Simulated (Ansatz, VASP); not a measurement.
One calculation of InAs, two programs

File INCAR:

```
SYSTEM = InAs
PREC     = Accurate       ! precision mode
ENCUT    = 600            ! plane-wave cutoff, eV
EDIFF    = 1E-7           ! SCF threshold, eV
ISMEAR   = -1             ! smearing method
SIGMA    = 0.05           ! smearing width, eV
LREAL    = .FALSE.        ! projectors in reciprocal space
LASPH    = .TRUE.         ! aspherical terms in the spheres
NELM     = 80             ! most SCF steps
ALGO     = Normal         ! electronic algorithm
ISIF     = 3              ! what is computed and relaxed
LWAVE    = .FALSE.        ! write WAVECAR
LCHARG   = .FALSE.        ! write CHGCAR
GGA      = RE             ! functional
IBRION   = 2              ! ionic algorithm
NSW      = 60             ! ionic steps
EDIFFG   = -0.01          ! ionic threshold
```

Contents of KPOINTS:

```
regular mesh
0
G
  8 8 8
  0 0 0
```

The input POSCAR:

```
InAs
1.0
    0.0000000000      2.8773040000      2.8773040000
    2.8773040000      0.0000000000      2.8773040000
    2.8773040000      2.8773040000      0.0000000000
In As
1 1
Direct
    0.5000000000      0.5000000000      0.5000000000
    0.0000000000      0.0000000000      0.0000000000
```

input.yaml

```yaml
crystal:
  lattice:
    - [0.0, 2.877304, 2.877304]
    - [2.877304, 0.0, 2.877304]
    - [2.877304, 2.877304, 0.0]
  atoms:
    - { symbol: In, position: [0.5, 0.5, 0.5] }
    - { symbol: As, position: [0.0, 0.0, 0.0] }
hamiltonian:
  xc: revpbe
  pseudopotentials: { kind: paw }
kpoints:
  mp_grid: { grid: [8, 8, 8] }
scf:
  occupations: { method: fermi_dirac, width: 0.05 }
output:
  forces: true
  stress: true
  eigenvalues: true
relax:
  f_tol: 0.01
  max_steps: 40
  cell: { stress_tol: 0.05 }
```

Measurements of this composition are mostly on another form, of space group No. 216.

Alike in both runs: task relaxation of cell and atoms; functional revPBE; k mesh 8 × 8 × 8; occupations fermi-dirac, width 0.05 eV; no spin polarisation.

|  | VASP | Ansatz |
| --- | --- | --- |
| version | VASP 6.6.1 | Ansatz 0.2.0 |
| potentials or method | VASP PAW PBE potentials, release 64 (In_d, As) | Ansatz PAW |
| plane-wave cutoff (eV) | 600 | 420 |
| valence electrons in the cell | 18 | 28 |

|  | VASP | Ansatz | Ansatz less VASP |
| --- | --- | --- | --- |
| gap on the k mesh at the Fermi level, each at its own relaxed structure (eV) | none | none | - |
| relaxed volume (Å³/atom) | 24.33 | 24.32 | -0.011 |
| relaxed cell length with the largest relative difference (Å) | 4.098 | 4.098 | -0.0006 |
| energy change over the relaxation (meV/atom) | -2 | -2 | +0.2 |

A gap of «none» marks a metal or a gap that the smearing closes. The two sets of potentials don't hold the same shells in valence.

Caveats: the PAW data sets were made with another functional, which shifts forces and pressure a little (VASP); the plane-wave basis is chosen anew once the cell has moved, so the energies of steps on either side of that aren't comparable (Ansatz); the PAW data sets come from PBE, with cores solved anew for the run's functional, which leaves a small shift of forces and pressure (Ansatz).
